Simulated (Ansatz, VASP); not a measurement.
# ZnAu in VASP and in Ansatz

```
Au Zn
1.0
     3.16784    0.00000    0.00000
     0.00000    3.16784    0.00000
     0.00000    0.00000    3.16784
Au Zn
1 1
Direct
  0.00000 0.00000 0.00000
  0.50000 0.50000 0.50000
```

Change from the starting cell: volume scaled by 1.02.

Alike in both runs: task single point; functional PBE; k mesh 8 × 8 × 8; occupations fermi-dirac, width 0.05 eV; no spin polarisation.

|  | VASP | Ansatz |
| --- | --- | --- |
| version | VASP 6.6.1 | Ansatz 0.2.0 |
| potentials or method | VASP PAW PBE potentials, release 64 (Au, Zn) | Ansatz PAW |
| plane-wave cutoff (eV) | 520 | 420 |
| valence electrons in the cell | 23 | 31 |

```tsv
	VASP	Ansatz	Ansatz less VASP
gap on the k mesh at the Fermi level (eV)	none	none	-
pressure (GPa)	2.5	2.4	-0.12
```

A gap of «none» marks a metal or a gap that the smearing closes. The two sets of potentials don't hold the same shells in valence.

Spin-orbit coupling is left out, which matters for the levels of Au.
